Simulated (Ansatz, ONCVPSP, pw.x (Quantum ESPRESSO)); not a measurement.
Equation-of-state test of one ONCV potential (Te (Z = 52))

```json
{
 "Element": "Te",
 "Generator": "ONCVPSP 4.0.1.1 (patched build)",
 "Type": "optimised norm-conserving Vanderbilt (ONCV)",
 "Functional": "PBE",
 "Relativity": "scalar-relativistic",
 "Frozen core": "[Ar] 3d10 4s2",
 "Valence charge": "22",
 "Reference configuration": "4p6 4d10 5s1 5p5",
 "Partial waves": "5s: rc 1.80 bohr, ncon 3, nbas 6, qcut 3.2 1/bohr, 2 projectors, debl 3.3 Ha; 4p+5p: rc 1.40 bohr, ncon 3, nbas 6, qcut 10.4 1/bohr, 2 projectors; 4d: rc 1.08 bohr, ncon 4, nbas 9, qcut 13.2 1/bohr, 1 projector",
 "Local potential": "polynomial inside 1.08 bohr (lpopt 5, dvloc0 3 Ha)",
 "Core correction": "Teter function fitted to the true core (icmod 2), fcfact 0.7"
}
```

Crystal test: sc Te in pw.x 7.5, no spin, 10³ k-points, Fermi–Dirac smearing 0.01 Ry, cutoffs 150/600 Ry. The reference is all-electron LAPW (Ansatz 0.2.0) with the same functional, mesh and smearing; V0 and B0 come from Birch–Murnaghan fits to the pressures at five volumes. Errors are pseudo minus all-electron; Δ is the rms difference of the E(V) curves that follow from these fits, minima aligned, over ±6 % about the mean V0. Mesh and smearing are coarse, so the numbers serve the comparison and aren't converged zero-temperature values; the lattice is a test structure that the element need not adopt.

| V (Å³/atom) | P all-electron (GPa) | P pseudo (GPa) |
| --- | --- | --- |
| 31.282 | 2.73 | -2.85 |
| 32.105 | 1.21 | -3.57 |
| 32.928 | -0.11 | -4.17 |
| 33.751 | -1.25 | -4.67 |
| 34.574 | -2.23 | -5.09 |

All-electron: a0 = 3.203 Å (V0 = 32.86 Å³/atom), B0 = 49.4 GPa.

Pseudopotential: mean pressure error (GPa): -4.14. The pressure does not cross zero within the volumes sampled, so no fit is given. This is a poor potential for the solid. Note: ghosts flagged at negative energy: s at -72.6 eV; no localised positive-energy state flagged. A true bound ghost makes a file unfit for plane-wave use.

At the middle volume, how do free energy and pressure move when the wave cutoff is lowered (ecutrho kept at four times it)?

```json
{"cutoff (Ry)": "68", "shift of F (meV/atom)": "+6774.7", "shift of P (GPa)": "-130.25"}
{"cutoff (Ry)": "90", "shift of F (meV/atom)": "+928.7", "shift of P (GPa)": "-25.98"}
{"cutoff (Ry)": "120", "shift of F (meV/atom)": "+28.4", "shift of P (GPa)": "-1.40"}
```

The run at the middle volume (56 k-points, 11 iterations) took about 51 s on one core of a shared host (Intel(R) Xeon(R) 6975P-C, 192 threads, 744 GiB, load 41).
